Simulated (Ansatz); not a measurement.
# CdTe: the cost of one run

Computed with Ansatz 0.2.0 (reference: DFT, PBE, plane waves, PAW, unless a step's input says otherwise).

**1. Starting point**

It takes space group F-43m (No. 216, cubic). Conventional cell: a = 6.560 Å, b = 6.560 Å, c = 6.560 Å, α = 90.00°, β = 90.00°, γ = 90.00°. Cd (site symmetry -43m) has 4 Te at 2.84 Å as nearest neighbours. Around Te (site symmetry -43m) lie 4 Cd at 2.84 Å.

As a file:

```
CELL_PARAMETERS angstrom
0.00000 3.27996 3.27996
3.27996 0.00000 3.27996
3.27996 3.27996 0.00000
ATOMIC_POSITIONS crystal
Cd 0.00000 0.00000 0.00000
Te 0.25000 0.25000 0.25000
```

**2. Reference**

input.yaml

```yaml
crystal:
  lattice:
    - [0.0, 3.2799551172, 3.2799551172]
    - [3.2799551172, 0.0, 3.2799551172]
    - [3.2799551172, 3.2799551172, 0.0]
  atoms:
    - { symbol: Cd, position: [0.0, 0.0, 0.0] }
    - { symbol: Te, position: [0.25, 0.25, 0.25] }
kpoints:
  mp_grid: { grid: [4, 4, 4] }
hamiltonian:
  xc: pbe
scf:
  occupations: { method: fixed }
  n_extra_bands: 4
output:
  forces: true
  stress: true
  eigenvalues: true
  write_density: true
  write_potential: true
  elf: true
  volumetric_format: npy
```

Command:

```
> ansatz run input.yaml --threads 4 --pin off --max-ram 3686MiB --backend cpu --events-out ev --progress --plain --runs-dir out
```

What time and memory should one allow on 4 threads of Arm Neoverse N1, shared host?

About 1.4 s, with a peak of 0.36 GiB.
